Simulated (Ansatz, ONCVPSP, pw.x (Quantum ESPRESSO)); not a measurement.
## pw.x on bcc H: one setting changed

Potential: optimised norm-conserving Vanderbilt (ONCV), ONCVPSP 4.0.1, PBE; core none, reference 1s1; waves: 1s: rc 1.25 bohr, ncon 4, nbas 9, qcut 5.4 1/bohr, 2 projectors, debl 1.5 Ha; p scattering state at 0.07 Ha: rc 1.05 bohr, ncon 4, nbas 8, qcut 6.8 1/bohr, 2 projectors, debl 0.6 Ha; local part: polynomial inside 0.80 bohr (lpopt 5, dvloc0 0 Ha); core correction: none.

The reference run (k-mesh 18³, cutoffs 75/300 Ry, Fermi–Dirac 0.01 Ry, mixing_beta 0.4, conv_thr 1e-9, no spin) gives -2.48 GPa at 3.033 Å³/atom, where all-electron LAPW gives -2.27 GPa. This run, with its own iteration cap, changes diagonalization to paro.

```
&control
  calculation='scf', prefix='x', pseudo_dir='./', outdir='./tmp', tstress=.true., disk_io='none'
/
&system
  ibrav=0, nat=1, ntyp=1, ecutwfc=75, ecutrho=300, nbnd=7,
  occupations='smearing', smearing='fd', degauss=0.01
/
&electrons
  conv_thr=1e-09, mixing_beta=0.4, electron_maxstep=60, diagonalization='paro'
/
ATOMIC_SPECIES
H 1.0 H.UPF
CELL_PARAMETERS angstrom
  -0.91187954 0.91187954 0.91187954
  0.91187954 -0.91187954 0.91187954
  0.91187954 0.91187954 -0.91187954
ATOMIC_POSITIONS crystal
H 0.0000 0.0000 0.0000
K_POINTS automatic
18 18 18 0 0 0
```

```bash
pw.x < H.scf.in > H.scf.out
```

How does the run end?

It converges in 3 iterations; the free energy moves by +0.0 meV/atom and the pressure by +0.00 GPa. The result is that of the reference run.

```
Message from routine setup:
     using ibrav=0 with symmetry is DISCOURAGED, use correct ibrav instead
     lattice parameter (alat)  =       2.9847  a.u.
     unit-cell volume          =      20.4677 (a.u.)^3
     number of electrons       =         1.00
     number of Kohn-Sham states=            7
     kinetic-energy cutoff     =      75.0000  Ry
     charge density cutoff     =     300.0000  Ry
     scf convergence threshold =      1.0E-09
     Exchange-correlation= PBE
     number of k points=   195  Fermi-Dirac smearing, width (Ry)=  0.0100
     iteration #  1     ecut=    75.00 Ry     beta= 0.40
     total energy              =      -1.07329418 Ry
     estimated scf accuracy    <       0.00000209 Ry
     iteration #  2     ecut=    75.00 Ry     beta= 0.40
     total energy              =      -1.07329689 Ry
     estimated scf accuracy    <       0.00000080 Ry
     iteration #  3     ecut=    75.00 Ry     beta= 0.40
     the Fermi energy is     3.5911 ev
!    total energy              =      -1.07329693 Ry
     estimated scf accuracy    <          3.5E-11 Ry
     smearing contrib. (-TS)   =      -0.00045161 Ry
     The total energy is F=E-TS. E is the sum of the following terms:
     one-electron contribution =       0.62664136 Ry
     hartree contribution      =       0.01696305 Ry
     xc contribution           =      -0.66049919 Ry
     ewald contribution        =      -1.05595055 Ry
     convergence has been achieved in   3 iterations
          total   stress  (Ry/bohr**3)                   (kbar)     P=      -24.83
     Message from routine punch:
     Nothing written, as per user request (disk_io='none')
```

The run took about 6.3 s on one core of a shared host (Intel(R) Xeon(R) Processor @ 2.60GHz, 24 threads, 32 GiB, load 21).
